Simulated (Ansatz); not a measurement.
Crystal: AlNi.

```
Ni Al
1.0
     2.88100    0.00000    0.00000
     0.00000    2.88100    0.00000
     0.00000    0.00000    2.88100
Ni Al
1 1
Direct
  0.50000 0.50000 0.50000
  0.00000 0.00000 0.00000
```

* Program: Ansatz 0.2.0
* Task: relaxation of cell and atoms
* Functional: RPBE
* Potentials or basis: all-electron LAPW, scalar-relativistic
* Basis error allowed: 0.001 eV/atom
* k mesh: 9 × 9 × 9
* Occupations: fermi-dirac, width 0.05 eV
* Spin: collinear spin, ferromagnetic start
* Starting moments: [1.0, 0.0] μB

At the start: volume 11.96 Å³/atom.

Question: Where does the relaxation end?

Answer: Over 5 steps the energy falls by 7.7 meV/atom and the volume is 12.39 Å³/atom (+3.7 %); space group Pm-3m (No. 221, to 0.05 Å); moment 0.00 μB per cell.

The path:
| step | energy change (eV) | largest force (eV/Å) | volume (Å³) |
| --- | --- | --- | --- |
| 1 | 0.0000 | 0.0000 | 23.91 |
| 2 | -0.0129 | 0.0000 | 24.43 |
| 3 | -0.0154 | 0.0000 | 24.77 |
| 4 | -0.0154 | 0.0000 | 24.79 |
| 5 | -0.0154 | 0.0000 | 24.79 |

Final structure:
```
Ni Al
1.0
     2.91574    0.00000    0.00000
     0.00000    2.91574    0.00000
     0.00000    0.00000    2.91574
Ni Al
1 1
Direct
  0.50000 0.50000 0.50000
  0.00000 0.00000 0.00000
```

Caveat: the starting moments weren't kept.
